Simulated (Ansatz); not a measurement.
# Si: a tetragonal deformation path

The task here is to estimate one member of a computed series from the others.

Method: DFT PBE, scalar-relativistic, plane waves, PAW, in Ansatz 0.2.0.

## The starting structure

Symmetry: Fd-3m, No. 227, cubic system. Conventional cell: a = 5.431 Å, b = 5.431 Å, c = 5.431 Å, α = 90.00°, β = 90.00°, γ = 90.00°. Around Si (site symmetry -43m) lie 4 Si at 2.35 Å.

As a file:

```cif
data_structure
_symmetry_space_group_name_H-M 'P 1'
_symmetry_Int_Tables_number 1
_cell_length_a 3.8403
_cell_length_b 3.8403
_cell_length_c 3.8403
_cell_angle_alpha 60.000
_cell_angle_beta 60.000
_cell_angle_gamma 60.000
_cell_volume 40.05
loop_
_atom_site_label
_atom_site_type_symbol
_atom_site_fract_x
_atom_site_fract_y
_atom_site_fract_z
_atom_site_occupancy
Si1 Si 0.50000 0.50000 0.50000 1
Si2 Si 0.75000 0.75000 0.75000 1
```

No relaxation comes first: the listed cell is the starting point.

## Zero of energy

Reference values: F = -1271.6142 eV; pressure 2.01 GPa; largest force 0.000 eV/Å; gap on the mesh 0.58 eV. It was computed beforehand with the settings of the runs below.

Set-up of the first run:

At fixed volume and fractional coordinates, lengths along (0.000, 0.000, 1.000) are scaled against those across it; ρ is that ratio over its starting value.

input.yaml

```yaml
crystal:
  lattice:
    - [0.0, 3.048165462, 2.1550529816]
    - [3.048165462, 0.0, 2.1550529816]
    - [3.048165462, 3.048165462, 0.0]
  atoms:
    - { symbol: Si, position: [0.5, 0.5, 0.5] }
    - { symbol: Si, position: [0.75, 0.75, 0.75] }
basis:
  ecutwfc: 420
kpoints:
  mp_grid: { grid: [10, 10, 10] }
hamiltonian:
  xc: pbe
scf:
  occupations: { method: gaussian, width: 0.05 }
output:
  forces: true
  stress: true
  eigenvalues: true
```

On the command line:

```console
$ ansatz run input.yaml --threads 1 --pin off --max-ram 2560MiB --backend cpu --events-out ev --progress --plain --runs-dir out
```

Steps of the session up to this table: Point ρ = 0.707; At ρ = 1.414; ρ = 0.850; At ρ = 1.200; ρ = 0.780; At ρ = 1.300; ρ = 0.920; At ρ = 1.100; At ρ = 0.650; At ρ = 1.500; At ρ = 0.960; ρ = 1.050.

One table of the session follows, with a row left open; its other results are not shown here.

It belongs to the step «The scan collected». The scan, with free energies counted from the undisturbed cell:

```
    ρ  ΔE (meV/atom)  pressure (GPa)  gap on the mesh (eV)
0.650          355.4            -4.9                  0.00
0.707          265.5            -2.8                  0.00
0.780          163.1            -0.6                  0.00
0.850           82.6             0.8                  0.00
0.920           25.0             1.8                  0.00
0.960            6.4             2.0                  0.15
1.000            0.0             2.0                  0.58
1.050              ?               ?                     ?
1.100           40.3             1.7                  0.06
1.200          157.4             0.9                  0.00
1.300          329.3             0.0                  0.00
1.414          523.7            -1.5                  0.00
1.500          631.5            -3.1                  0.00
```

Estimate the missing values for ρ = 1.050.

Worked estimate for «ΔE (meV/atom)». A straight line through the neighbours (1.000, 0.0) and (1.100, 40.3) gives 0.0 + (40.3 − 0.0) × (1.050 − 1.000) / (1.100 − 1.000) = 20.1; a parabola fitted to 4 rows on both sides gives 10.5.

**Answer.** ΔE (meV/atom): 10.1; pressure (GPa): 1.9; gap on the mesh (eV): 0.32. In «ΔE (meV/atom)» the line misses by +10.0 and the parabola by +0.4.

Where the gap reads zero, the mesh chosen for the insulator is on the coarse side.
